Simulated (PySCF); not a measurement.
Norbornene, C7H10.
SMILES with atom numbers: `[CH:1]1=[CH:2][C@H:3]2[CH2:4][CH2:5][C@@H:6]1[CH2:7]2` (hydrogens: H8 on C1; H9 on C2; H10 on C3; H11, H12 on C4; H13, H14 on C5; H15 on C6; H16, H17 on C7)

Theory: PySCF 2.14.0, PBE0-D3(BJ)/def2-SVP geometry optimisation, gas phase.

(1) List the bond lengths, angles and torsions at this level.

Results:

(1) 
| bond | length (Å) |
| --- | --- |
| C1=C2 | 1.341 |
| C3–C4, C5–C6 | 1.557 |
| C4–C5 | 1.549 |
| C1–C6, C2–C3 | 1.514 |
| C3–C7, C6–C7 | 1.536 |
| C1–H8, C2–H9 | 1.092 |
| C3–H10, C6–H15 | 1.098 |
| C4–H11, C5–H14 | 1.100 |
| C4–H12, C5–H13 | 1.101 |
| C7–H16 | 1.100 |
| C7–H17 | 1.102 |

Bonds in one row agree within 0.01 Å and their mean is given. A selection of angles:
| angle | degrees |
| --- | --- |
| C2–C1–C6 | 107.3 |
| C2–C1–H8 | 127.2 |
| C6–C1–H8 | 125.1 |
| C2–C3–C4 | 106.0 |
| C2–C3–C7 | 100.3 |
| C2–C3–H10 | 116.2 |
| C4–C3–C7 | 100.5 |
| C4–C3–H10 | 114.3 |
| C7–C3–H10 | 117.3 |
| C3–C4–C5 | 102.9 |
| C3–C4–H11 | 111.8 |
| C3–C4–H12 | 110.3 |
| C5–C4–H11 | 113.1 |
| C5–C4–H12 | 111.4 |
| H11–C4–H12 | 107.4 |
| C6–C7–H16 | 112.8 |
| C6–C7–H17 | 113.5 |
| C3–C7–C6 | 93.7 |
| H16–C7–H17 | 109.8 |

Dihedral angles: C6–C1–C2–C3 0° (synperiplanar); C1–C2–C3–C4 -71° (synclinal); C2–C3–C4–C5 67° (synclinal); C3–C4–C5–C6 0° (synperiplanar); C4–C5–C6–C7 37° (synclinal); C5–C6–C7–C3 -58° (synclinal); C2–C1–C6–C5 71° (synclinal); C2–C3–C7–C6 -50° (synclinal).

The 8 C–C bonds span 1.341 Å (C1=C2, drawn double) to 1.557 Å (C5–C6, drawn single), a spread of 0.216 Å. The 5-membered ring C3–C4–C5–C6–C7 has internal angles of 93.7° to 102.9° (sum 500°, against 540° for a flat polygon); it is puckered, 0.28 Å rms from its mean plane, widest ring torsion 58°. The 5-membered ring C1–C2–C3–C7–C6 has internal angles of 93.7° to 107.3°; it is puckered, 0.25 Å rms from its mean plane, widest ring torsion 50°.

Point group: Cs (every atom within 0.08 Å of its image). PBE0-D3(BJ)/def2-SVP frequencies: not computed here.

The run took 29 s on Arm Neoverse V2, one thread, on a shared host. These figures are those of the optimisation.
